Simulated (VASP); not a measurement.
Input of a VASP 6.6.1 run:

File INCAR:

```
SYSTEM = HfS2
PREC = Accurate ; ENCUT = 600
EDIFF = 1E-7 ; ISMEAR = -1
SIGMA = 0.05 ; LREAL = .False.
LASPH = .True. ; NELM = 80
ALGO = Normal ; ISIF = 3
LWAVE = .False. ; LCHARG = .False.
IBRION = 2 ; NSW = 40
EDIFFG = -0.01 ; PSTRESS = 5
```

Contents of KPOINTS:

```
Automatic mesh
0
Gamma
  12 12 8
  0 0 0
```

File POSCAR:

```
HfS2
1.0
    3.6396641800      0.0000000000      0.0000000000
   -1.8198320900      3.1520416411      0.0000000000
    0.0000000000      0.0000000000      6.0555624700
Hf S
1 2
Direct
    0.0000000000      0.0000000000      0.0000000000
    0.6666666667      0.3333333333      0.7639520500
    0.3333333333      0.6666666667      0.2360479500
```

Potentials or basis: VASP PAW LDA potentials, release 64 (Hf_pv, S).

Run with:

```bash
$ cat potpaw_LDA.64/Hf_pv/POTCAR potpaw_LDA.64/S/POTCAR > POTCAR
$ mpirun -np 1 vasp_std > vasp.out
```

(1) What does it give for the space group after relaxing (to 0.05 Å)?

(2) Estimate the band gap on the k mesh.

Results:

(1) P-3m1 (No. 164).

(2) 0.52 eV, indirect (least direct gap 1.51 eV).

Caveat: the cell is relaxed towards a set pressure, so the enthalpy falls and the energy may rise; spin-orbit coupling is left out, which moves the levels of the heavy elements.
